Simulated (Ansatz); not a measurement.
# TiAl: a normal mode against strain, part 2 of 2

Aim: map the energy of TiAl (P4/mmm, No. 123; 2 atoms in the cell) over two coordinates, and find its wells, ridges and stiffness.

Ansatz 0.2.0; DFT PBEsol, scalar-relativistic, plane waves, PAW.

## (7) The run at (−0.047 Å, −4.67 %)

Input file input.yaml:

```yaml
crystal:
  lattice:
    - [2.8599992675, 0.0, 0.0]
    - [0.0, 2.8599992675, 0.0]
    - [0.0, 0.0, 3.849781409]
  atoms:
    - { symbol: Ti, position: [0.0, 0.0, 0.0065602725] }
    - { symbol: Al, position: [0.5, 0.5, 0.4883616509] }
basis:
  ecutwfc: 520.0
kpoints:
  mp_grid: { grid: [16, 16, 12] }
hamiltonian:
  xc: pbesol
  pseudopotentials: { kind: paw, azcp: { folder: soft_1 } }
scf:
  occupations: { method: gaussian, width: 0.15 }
output:
  forces: true
  stress: true
  eigenvalues: true
```

On the command line:

```console
> ansatz run input.yaml --threads 1 --pin off --max-ram 2048MiB --backend cpu --events-out ev --progress --plain --runs-dir out
```

What it wrote:

```text
Warning: <dir> the record states the generating functional pbe (its physics header spells it `PBE`), which answers neither for hamiltonian.xc's functional nor for the pbesol family's — results may be inconsistent (PPs are generated against a specific XC)
Warning: <dir> the record states the generating functional pbe (its physics header spells it `PBE`), which answers neither for hamiltonian.xc's functional nor for the pbesol family's — results may be inconsistent (PPs are generated against a specific XC)
Warning: RAYON_NUM_THREADS=1 ignored (pool sized by the plan → 1); use --threads N
Engine: ansatz 0.2.0, aarch64-unknown-linux-gnu
Pseudopotentials: kind: paw
Pseudopotential: Ti, paw, valence charge 12, recommended cutoff 420 eV (normal), <dir>
Pseudopotential: Al, paw, valence charge 3, recommended cutoff 420 eV (normal), <dir>
Functional definition: PBEsol
  exchange = pbesol_x
  correlation = pbesol_c
Crystal: 2 atoms, lattice volume = 31.490 Å³
Basis set: ecut = 520 eV, 855 PW (Γ), exchange–correlation on 48×48×60 points (8 copies of the dense FFT grid, shifted against one another)
Bands: 12, of which v1, the nominal top of the filled ones, is band 8 counted from 1 (7 counted from 0)
Symmetry: 8 space group operations
Space group: P4mm (ITA 99), of the structure as read, at distance tolerance 3.2e-5 Å
k-points: 315 of 3072 (time reversal used)
Non-local potential: Ti, projectors of the file, l = 0: 3, l = 1: 2, l = 2: 3, l = 3: 1
Non-local potential: Al, projectors of the file, l = 0: 2, l = 1: 2, l = 2: 1
PAW form: soft (Blöchl's): semilocal exchange-correlation on the pseudo side does not see the compensation charge
PAW frozen core: Ti, regenerated for the run's functional, and the local potential with it (the file was generated under x = pbe(κ = 0.804, μ = 0.2195149727645171), c = pbe(β = 0.06672455060314922))
PAW frozen core: Al, regenerated for the run's functional, and the local potential with it (the file was generated under x = pbe(κ = 0.804, μ = 0.2195149727645171), c = pbe(β = 0.06672455060314922))
PAW one-centre angular grid: Ti, 590 points (default); XC on 64 Gauss nodes
PAW one-centre angular grid: Al, 110 points (default); XC on 64 Gauss nodes
Initial density: superposition of atomic densities (chi_scale 0.1, normalization cell, long waves kept (reshape's long-wave potential 0.00 eV rms))
Initial wavefunctions: pseudopotential atomic-orbital guess
Functional: x = pbesol(κ = 0.804, μ = 0.12345679012345678), c = pbesol(β = 0.046)
SCF iter   1: F=—  HF=-2999.506177 eV  |F-HF|=—  |Δ(HF+E_count)|=         —  Δρ=4.57e-2  dr2=6.43e-1  ethr=3.10e-3  ⟨swp⟩=4.8  Hψ=18745  notcnv=0
preconditioner: auto → none  [metal: Δε(μ)=0.006 eV  Ē_g=5.654 eV  σ=0.150 eV  W_gap=0.02  n_scr=6 (ndim 8)  ℏωp=17.5 eV  f_vac=0.000  D(μ)=1.63/eV (n_scr^D=14)  sad-step TF]
SCF iter   2: F=—  HF=-2999.336837 eV  |F-HF|=—  |Δ(HF+E_count)|=   1.69e-1  Δρ=2.47e-2  dr2=2.13e-1  ethr=3.10e-3  ⟨swp⟩=2.0  Hψ=7572  notcnv=0  defer=42
SCF iter   3: F=—  HF=-2999.244071 eV  |F-HF|=—  |Δ(HF+E_count)|=   9.28e-2  Δρ=2.90e-3  dr2=4.00e-3  ethr=1.42e-3  ⟨swp⟩=2.0  Hψ=6208  notcnv=0  defer=43
SCF iter   4: F=—  HF=-2999.243180 eV  |F-HF|=—  |Δ(HF+E_count)|=   8.90e-4  Δρ=1.00e-3  dr2=6.94e-4  ethr=2.66e-5  ⟨swp⟩=2.1  Hψ=5960  notcnv=0  defer=41
SCF iter   5: F=—  HF=-2999.242998 eV  |F-HF|=—  |Δ(HF+E_count)|=   1.82e-4  Δρ=4.01e-4  dr2=9.01e-5  ethr=4.63e-6  ⟨swp⟩=2.0  Hψ=4740  notcnv=0  defer=41
SCF iter   6: F=—  HF=-2999.242974 eV  |F-HF|=—  |Δ(HF+E_count)|=   2.43e-5  Δρ=8.63e-5  dr2=3.40e-6  ethr=6.00e-7  ⟨swp⟩=2.5  Hψ=5001  notcnv=0  defer=41
SCF iter   7: F=—  HF=-2999.242973 eV  |F-HF|=—  |Δ(HF+E_count)|=   6.89e-7  Δρ=1.83e-5  dr2=1.25e-7  ethr=2.26e-8  ⟨swp⟩=2.1  Hψ=4917  notcnv=0  defer=41
SCF iter   8: F=-2999.242973 eV  HF=-2999.242973 eV  |F-HF|=6.68e-10  |Δ(HF+E_count)|=   1.34e-8  Δρ=2.00e-6  dr2=1.41e-9  ethr=6.67e-10  ⟨swp⟩=5.1  Hψ=14446  notcnv=0
SCF 1 converged in 8 iterations: F = -2999.242973 eV  dr2 = 1.41e-9
SCF converged after 8 iterations
Free energy (F): -2999.242973 eV
Harris-Foulkes:  -2999.242973 eV  (|F-HF|=6.68e-10)
Internal energy: -2999.222806 eV  (E = F + TS)
E sigma→0 (E₀):  -2999.232890 eV
Entropy (-TS):   -0.020167 eV (-10.083 meV/atom)
Fermi energy:    11.265389 eV
--- Per-component energies (eV) ---
  E_band       = -159.603705
  E_kinetic    = 305.366292
  E_local      = -1105.455523  (includes V_loc(G=0)·N_el)
  E_nonlocal   = 73.139216
  E_hartree    = 460.089386
  E_xc         = -153.432278
  E_vxc        = -175.332664  (∫ρ·V_xc dr)
  E_paw        = -1474.529853  (= ΣΔE_a)
  E_vpaw       = -177.499558  (= ΣTr[D̂ρ^β])
  E_aug_tail   = -0.000028  (compensation charges beyond the density's cutoff)
  E_ewald      = -1104.558543
  E_core_change = 0.158524  (= ΣΔE_core)
  E_smearing   = -0.020167  (= −TS)
  E_closure    = -0.000000  (closes the sum)
  Σ components = -2999.242973   (vs F -2999.242973, Δ=0.00e0)
--- Forces (eV/Å), atoms counted from 1 ---
  atom   1  Ti     0.00000000     0.00000000    -0.46881750
  atom   2  Al    -0.00000000     0.00000000     0.46881053
  max |Σ_I F_I| component: 6.96e-6 eV/Å
--- Stress (GPa, compression-positive) ---
       -1.213696       0.000000      -0.000000
        0.000000      -1.213696       0.000000
       -0.000000       0.000000       3.364957
  P = ⅓ Tr σ = 0.3125 GPa (3.125 kbar)
--- Band table (eV; the first three rows and the last of 315) ---
  k-point 0: bands = ["-45.0616", "-21.5613", "-21.1712", "-21.1712", "2.1211", "9.4468", "10.3377", "11.6855", "13.3458", "13.3458", "14.4095", "18.3923"]
  k-point 1: bands = ["-45.0615", "-21.5634", "-21.1711", "-21.1711", "2.1948", "9.2109", "10.3542", "11.7436", "13.3046", "13.3046", "14.4113", "18.6432"]
  k-point 2: bands = ["-45.0612", "-21.5691", "-21.1708", "-21.1708", "2.4116", "8.6077", "10.3998", "11.8796", "13.1972", "13.1972", "14.4162", "19.3004"]
  k-point 314: bands = ["-44.9584", "-21.5448", "-21.5448", "-21.4811", "8.5541", "8.7187", "8.7187", "12.9125", "13.5513", "13.9875", "15.2527", "15.2527"]
```

Run time: 27 s. Hardware: 1 thread of Arm Neoverse N1, shared host; peak memory 0.46 GiB.

Energy on the map's scale: 40 meV.

## (8) Point (−0.047 Å, 0.00 %)

input.yaml, as its differences from that of step 7:

```diff
@@ -2,5 +2,5 @@
   lattice:
-    - [2.8599992675, 0.0, 0.0]
-    - [0.0, 2.8599992675, 0.0]
-    - [0.0, 0.0, 3.849781409]
+    - [2.7947420408, 0.0, 0.0]
+    - [0.0, 2.7947420408, 0.0]
+    - [0.0, 0.0, 4.0383734491]
   atoms:
```

On the command line:

```console
> ansatz run input.yaml --threads 1 --pin off --max-ram 2048MiB --backend cpu --events-out ev --progress --plain --runs-dir out
```

What it wrote:

```text
Warning: <dir> the record states the generating functional pbe (its physics header spells it `PBE`), which answers neither for hamiltonian.xc's functional nor for the pbesol family's — results may be inconsistent (PPs are generated against a specific XC)
Warning: <dir> the record states the generating functional pbe (its physics header spells it `PBE`), which answers neither for hamiltonian.xc's functional nor for the pbesol family's — results may be inconsistent (PPs are generated against a specific XC)
Warning: RAYON_NUM_THREADS=1 ignored (pool sized by the plan → 1); use --threads N
Engine: ansatz 0.2.0, aarch64-unknown-linux-gnu
Pseudopotentials: kind: paw
Pseudopotential: Ti, paw, valence charge 12, recommended cutoff 420 eV (normal), <dir>
Pseudopotential: Al, paw, valence charge 3, recommended cutoff 420 eV (normal), <dir>
Functional definition: PBEsol
  exchange = pbesol_x
  correlation = pbesol_c
Crystal: 2 atoms, lattice volume = 31.542 Å³
Basis set: ecut = 520 eV, 855 PW (Γ), exchange–correlation on 48×48×64 points (8 copies of the dense FFT grid, shifted against one another)
Bands: 12, of which v1, the nominal top of the filled ones, is band 8 counted from 1 (7 counted from 0)
Symmetry: 8 space group operations
Space group: P4mm (ITA 99), of the structure as read, at distance tolerance 3.2e-5 Å
k-points: 315 of 3072 (time reversal used)
Non-local potential: Ti, projectors of the file, l = 0: 3, l = 1: 2, l = 2: 3, l = 3: 1
Non-local potential: Al, projectors of the file, l = 0: 2, l = 1: 2, l = 2: 1
PAW form: soft (Blöchl's): semilocal exchange-correlation on the pseudo side does not see the compensation charge
PAW frozen core: Ti, regenerated for the run's functional, and the local potential with it (the file was generated under x = pbe(κ = 0.804, μ = 0.2195149727645171), c = pbe(β = 0.06672455060314922))
PAW frozen core: Al, regenerated for the run's functional, and the local potential with it (the file was generated under x = pbe(κ = 0.804, μ = 0.2195149727645171), c = pbe(β = 0.06672455060314922))
PAW one-centre angular grid: Ti, 590 points (default); XC on 64 Gauss nodes
PAW one-centre angular grid: Al, 110 points (default); XC on 64 Gauss nodes
Initial density: superposition of atomic densities (chi_scale 0.1, normalization cell, long waves kept (reshape's long-wave potential 0.00 eV rms))
Initial wavefunctions: pseudopotential atomic-orbital guess
Functional: x = pbesol(κ = 0.804, μ = 0.12345679012345678), c = pbesol(β = 0.046)
SCF iter   1: F=—  HF=-2999.546406 eV  |F-HF|=—  |Δ(HF+E_count)|=         —  Δρ=4.59e-2  dr2=6.74e-1  ethr=3.10e-3  ⟨swp⟩=4.9  Hψ=18782  notcnv=0
preconditioner: auto → none  [metal: Δε(μ)=0.003 eV  Ē_g=5.634 eV  σ=0.150 eV  W_gap=0.01  n_scr=6 (ndim 8)  ℏωp=17.5 eV  f_vac=0.000  D(μ)=1.58/eV (n_scr^D=14)  sad-step TF]
SCF iter   2: F=—  HF=-2999.366685 eV  |F-HF|=—  |Δ(HF+E_count)|=   1.80e-1  Δρ=2.43e-2  dr2=2.32e-1  ethr=3.10e-3  ⟨swp⟩=2.0  Hψ=7594  notcnv=0  defer=38
SCF iter   3: F=—  HF=-2999.268390 eV  |F-HF|=—  |Δ(HF+E_count)|=   9.83e-2  Δρ=3.73e-3  dr2=8.41e-3  ethr=1.54e-3  ⟨swp⟩=2.0  Hψ=6236  notcnv=0  defer=37
SCF iter   4: F=—  HF=-2999.266274 eV  |F-HF|=—  |Δ(HF+E_count)|=   2.12e-3  Δρ=1.22e-3  dr2=1.10e-3  ethr=5.60e-5  ⟨swp⟩=1.9  Hψ=6011  notcnv=0  defer=28
SCF iter   5: F=—  HF=-2999.266005 eV  |F-HF|=—  |Δ(HF+E_count)|=   2.69e-4  Δρ=4.98e-4  dr2=1.81e-4  ethr=7.36e-6  ⟨swp⟩=2.0  Hψ=4902  notcnv=0  defer=28
SCF iter   6: F=—  HF=-2999.265954 eV  |F-HF|=—  |Δ(HF+E_count)|=   5.10e-5  Δρ=1.02e-4  dr2=5.55e-6  ethr=1.21e-6  ⟨swp⟩=2.1  Hψ=4661  notcnv=0  defer=28
SCF iter   7: F=—  HF=-2999.265950 eV  |F-HF|=—  |Δ(HF+E_count)|=   3.82e-6  Δρ=1.82e-5  dr2=1.44e-7  ethr=3.70e-8  ⟨swp⟩=2.0  Hψ=4744  notcnv=0  defer=28
SCF iter   8: F=-2999.265950 eV  HF=-2999.265950 eV  |F-HF|=3.63e-10  |Δ(HF+E_count)|=  3.72e-10  Δρ=1.69e-6  dr2=8.77e-10  ethr=6.67e-10  ⟨swp⟩=5.2  Hψ=16119  notcnv=0
SCF 1 converged in 8 iterations: F = -2999.265950 eV  dr2 = 8.77e-10
SCF converged after 8 iterations
Free energy (F): -2999.265950 eV
Harris-Foulkes:  -2999.265950 eV  (|F-HF|=3.63e-10)
Internal energy: -2999.245693 eV  (E = F + TS)
E sigma→0 (E₀):  -2999.255822 eV
Entropy (-TS):   -0.020257 eV (-10.129 meV/atom)
Fermi energy:    11.195530 eV
--- Per-component energies (eV) ---
  E_band       = -159.952516
  E_kinetic    = 305.361434
  E_local      = -1125.087239  (includes V_loc(G=0)·N_el)
  E_nonlocal   = 73.092821
  E_hartree    = 469.761410
  E_xc         = -153.430222
  E_vxc        = -175.332821  (∫ρ·V_xc dr)
  E_paw        = -1474.527676  (= ΣΔE_a)
  E_vpaw       = -177.509272  (= ΣTr[D̂ρ^β])
  E_aug_tail   = -0.000027  (compensation charges beyond the density's cutoff)
  E_ewald      = -1094.574718
  E_core_change = 0.158524  (= ΣΔE_core)
  E_smearing   = -0.020257  (= −TS)
  E_closure    = 0.000000  (closes the sum)
  Σ components = -2999.265950   (vs F -2999.265950, Δ=0.00e0)
--- Forces (eV/Å), atoms counted from 1 ---
  atom   1  Ti    -0.00000000     0.00000000    -0.45318839
  atom   2  Al    -0.00000000     0.00000000     0.45317487
  max |Σ_I F_I| component: 1.35e-5 eV/Å
--- Stress (GPa, compression-positive) ---
        0.300652       0.000000      -0.000000
        0.000000       0.300652       0.000000
       -0.000000       0.000000       0.237076
  P = ⅓ Tr σ = 0.2795 GPa (2.795 kbar)
--- Band table (eV; the first three rows and the last of 315) ---
  k-point 0: bands = ["-45.1013", "-21.6104", "-21.1493", "-21.1493", "2.0519", "9.2381", "10.3130", "10.8753", "13.4368", "13.4368", "14.6083", "17.5578"]
  k-point 1: bands = ["-45.1012", "-21.6117", "-21.1493", "-21.1493", "2.1172", "8.9514", "10.3241", "11.0151", "13.4099", "13.4099", "14.6093", "17.7685"]
  k-point 2: bands = ["-45.1011", "-21.6154", "-21.1492", "-21.1492", "2.3091", "8.3013", "10.3548", "11.2694", "13.3386", "13.3386", "14.6118", "18.3383"]
  k-point 314: bands = ["-44.9690", "-21.6038", "-21.6038", "-21.4961", "8.5625", "8.8801", "8.8801", "13.1648", "13.3741", "13.9360", "15.4754", "15.4754"]
```

Wall time 28 s (1 thread of Arm Neoverse N1, shared host); peak memory 0.46 GiB.

Energy on the map's scale: 17 meV.

## (9) Grid point (−0.047 Å, 4.67 %)

input.yaml, as its differences from that of step 8:

```diff
@@ -2,5 +2,5 @@
   lattice:
-    - [2.7947420408, 0.0, 0.0]
-    - [0.0, 2.7947420408, 0.0]
-    - [0.0, 0.0, 4.0383734491]
+    - [2.7294848141, 0.0, 0.0]
+    - [0.0, 2.7294848141, 0.0]
+    - [0.0, 0.0, 4.2269654892]
   atoms:
```

On the command line:

```console
> ansatz run input.yaml --threads 1 --pin off --max-ram 2048MiB --backend cpu --events-out ev --progress --plain --runs-dir out
```

What it wrote:

```text
[... 35 lines left out ...]
SCF 1 converged in 8 iterations: F = -2999.235672 eV  dr2 = 7.33e-10
SCF converged after 8 iterations
Free energy (F): -2999.235672 eV
Harris-Foulkes:  -2999.235672 eV  (|F-HF|=2.17e-10)
Internal energy: -2999.214330 eV  (E = F + TS)
E sigma→0 (E₀):  -2999.225001 eV
Entropy (-TS):   -0.021342 eV (-10.671 meV/atom)
Fermi energy:    11.232444 eV
--- Per-component energies (eV) ---
  E_band       = -159.139587
  E_kinetic    = 305.662569
  E_local      = -1148.306477  (includes V_loc(G=0)·N_el)
  E_nonlocal   = 73.181138
  E_hartree    = 481.707710
  E_xc         = -153.479410
  E_vxc        = -175.401329  (∫ρ·V_xc dr)
  E_paw        = -1474.624675  (= ΣΔE_a)
  E_vpaw       = -177.690758  (= ΣTr[D̂ρ^β])
  E_aug_tail   = -0.000026  (compensation charges beyond the density's cutoff)
  E_ewald      = -1083.513683
  E_core_change = 0.158524  (= ΣΔE_core)
  E_smearing   = -0.021342  (= −TS)
  E_closure    = -0.000000  (closes the sum)
  Σ components = -2999.235672   (vs F -2999.235672, Δ=0.00e0)
--- Forces (eV/Å), atoms counted from 1 ---
  atom   1  Ti    -0.00000000     0.00000000    -0.41844188
  atom   2  Al     0.00000000     0.00000000     0.41843008
  max |Σ_I F_I| component: 1.18e-5 eV/Å
--- Stress (GPa, compression-positive) ---
        2.725847       0.000000      -0.000000
        0.000000       2.725847       0.000000
       -0.000000       0.000000      -3.958615
  P = ⅓ Tr σ = 0.4977 GPa (4.977 kbar)
--- Band table (eV; the first three rows and the last of 315) ---
  k-point 0: bands = ["-45.0397", "-21.5431", "-21.0240", "-21.0240", "1.9945", "9.0795", "10.2116", "10.3224", "13.6558", "13.6558", "14.8986", "16.7936"]
  k-point 1: bands = ["-45.0397", "-21.5440", "-21.0240", "-21.0240", "2.0523", "8.7294", "10.3297", "10.4402", "13.6384", "13.6384", "14.8990", "16.9721"]
  k-point 2: bands = ["-45.0396", "-21.5464", "-21.0239", "-21.0239", "2.2213", "8.0453", "10.3497", "10.7906", "13.5916", "13.5916", "14.9004", "17.4663"]
  k-point 314: bands = ["-44.8687", "-21.5785", "-21.5785", "-21.3925", "8.5987", "9.1154", "9.1154", "13.3462", "13.5090", "13.9558", "15.7790", "15.7790"]
```

Run time: 28 s. Hardware: 1 thread of Arm Neoverse N1, shared host; peak memory 0.46 GiB.

Energy on the map's scale: 47 meV.

## (10) The map

28 points were computed, 21 more follow by symmetry. Energies in meV, from the relaxed high-symmetry cell:

| strain +e along z and -e/2 along x and y (%) ↓, amplitude of mode 6 (311 cm⁻¹), largest displacement in the unstrained cell (Å) → | −0.141 | −0.094 | −0.047 | 0.000 | 0.047 | 0.094 | 0.141 |
| --- | --- | --- | --- | --- | --- | --- | --- |
| 7.00 | 215 | 132 | 84 | 69 | 84 | 132 | 215 |
| 4.67 | 179 | 96 | 47 | 31 | 47 | 96 | 179 |
| 2.33 | 159 | 74 | 24 | 8 | 24 | 74 | 159 |
| 0.00 | 153 | 67 | 17 | 0 | 17 | 67 | 153 |
| −2.33 | 158 | 73 | 23 | 6 | 23 | 73 | 158 |
| −4.67 | 173 | 89 | 40 | 23 | 40 | 89 | 173 |
| −7.00 | 196 | 115 | 66 | 50 | 66 | 115 | 196 |

The pressure (GPa) at each point:

```
strain +e along z and -e/2 along x and y (%) ↓, amplitude of mode 6 (311 cm⁻¹), largest displacement in the unstrained cell (Å) →  −0.141  −0.094  −0.047  0.000  0.047  0.094  0.141
                                                                                                                             7.00    3.29    1.73    0.80   0.50   0.80   1.73   3.29
                                                                                                                             4.67    2.90    1.40    0.50   0.20   0.50   1.40   2.90
                                                                                                                             2.33    2.61    1.19    0.34   0.05   0.34   1.19   2.61
                                                                                                                             0.00    2.42    1.08    0.28   0.01   0.28   1.08   2.42
                                                                                                                            −2.33    2.27    1.02    0.27   0.02   0.27   1.02   2.27
                                                                                                                            −4.67    2.22    1.03    0.31   0.07   0.31   1.03   2.22
                                                                                                                            −7.00    2.31    1.18    0.49   0.26   0.49   1.18   2.31
```

The largest force on an atom (eV/Å) at each point:

| strain +e along z and -e/2 along x and y (%) ↓, amplitude of mode 6 (311 cm⁻¹), largest displacement in the unstrained cell (Å) → | −0.141 | −0.094 | −0.047 | 0.000 | 0.047 | 0.094 | 0.141 |
| --- | --- | --- | --- | --- | --- | --- | --- |
| 7.00 | 1.28 | 0.83 | 0.40 | 0.00 | 0.40 | 0.83 | 1.28 |
| 4.67 | 1.33 | 0.85 | 0.42 | 0.00 | 0.42 | 0.85 | 1.33 |
| 2.33 | 1.38 | 0.89 | 0.44 | 0.00 | 0.44 | 0.89 | 1.38 |
| 0.00 | 1.42 | 0.92 | 0.45 | 0.00 | 0.45 | 0.92 | 1.42 |
| −2.33 | 1.43 | 0.94 | 0.47 | 0.00 | 0.47 | 0.94 | 1.43 |
| −4.67 | 1.44 | 0.95 | 0.47 | 0.00 | 0.47 | 0.95 | 1.44 |
| −7.00 | 1.45 | 0.95 | 0.47 | 0.00 | 0.47 | 0.95 | 1.45 |

## (11) Outcome

The summary covers parts 1 to 2.

```
                       quantity                                                                                value
                   lowest point                                                             (0.000 Å, 0.00 %), 0 meV
         highest computed point                                         (−0.141 Å, 7.00 %), 215 meV above the lowest
                 pressure (GPa)    0.01 at (0.000 Å, 0.00 %) to 3.29 at (−0.141 Å, 7.00 %); 0.01 at the lowest point
largest force on an atom (eV/Å)  0.00 at (0.000 Å, −7.00 %) to 1.45 at (−0.141 Å, −7.00 %); 0.00 at the lowest point
            time for all points                                                      12 min on 1 thread, shared host
```

**Reading.** The lowest computed point is at (0.000 Å, 0.00 %), which is the relaxed high-symmetry cell itself. No other kind of well shows on this grid. The highest computed point, (−0.141 Å, 7.00 %), lies 215 meV above the lowest. Round the minimum the two coordinates are nearly uncoupled. A rigid map gives upper bounds: relaxing the other coordinates can only lower a point.
